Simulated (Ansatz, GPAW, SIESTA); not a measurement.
## One calculation of AlN, 4 ways

```
Al N
1.0
     0.00000    2.18399    2.18399
     2.18399    0.00000    2.18399
     2.18399    2.18399    0.00000
Al N
1 1
Cartesian
  0.0000 0.0000 0.0000
  1.0920 1.0920 1.0920
```

Measurements of this composition are mostly on another form, of space group No. 186.

Alike in all runs: task band structure; functional BLYP; k mesh 10 × 10 × 10; occupations fermi-dirac, width 0.05 eV; no spin polarisation; no spin-orbit coupling. Pressure is positive in compression and, in plane waves, holds the error of the finite cutoff. Gaps are the smaller of the mesh's and the band path's.

```json
{"program and potentials": "GPAW, PAW data sets generated for this functional", "plane-wave cutoff (eV)": "800", "notes": "-", "band gap (eV)": "3.69", "pressure (GPa)": "8.06"}
{"program and potentials": "SIESTA, files PseudoDojo sr-pbe-0.4.1-standard, DZP (energy shift 0.002 Ry; radii capped at 9.5 bohr)", "plane-wave cutoff (eV)": "-", "notes": "atomic basis; potentials made for PBE", "band gap (eV)": "3.62", "pressure (GPa)": "11.15"}
{"program and potentials": "SIESTA, files PseudoDojo sr-pbe-0.4.1-standard, DZP (energy shift 0.003 Ry)", "plane-wave cutoff (eV)": "-", "notes": "atomic basis; potentials made for PBE", "band gap (eV)": "3.62", "pressure (GPa)": "10.82"}
{"program and potentials": "Ansatz, all-electron LAPW, scalar-relativistic", "plane-wave cutoff (eV)": "-", "notes": "-", "band gap (eV)": "3.68", "pressure (GPa)": "7.87"}
```

The band gap spans 3.62 (SIESTA, files PseudoDojo sr-pbe-0.4.1-standard, DZP (energy shift 0.002 Ry; radii capped at 9.5 bohr)) to 3.69 eV (GPAW, PAW data sets generated for this functional), with all-electron results at 3.68. The pressure spans 7.87 (Ansatz, all-electron LAPW, scalar-relativistic) to 11.15 GPa (SIESTA, files PseudoDojo sr-pbe-0.4.1-standard, DZP (energy shift 0.002 Ry; radii capped at 9.5 bohr)), with all-electron results at 7.87. The paths' points differ, which is worth about 0.01 eV. Rows in atomic bases carry the error of their basis and grid, which can be large.

The functional is the same throughout but for its coding, so the spread measures potentials, basis and numerics; runs on potential files found faulty are left out.
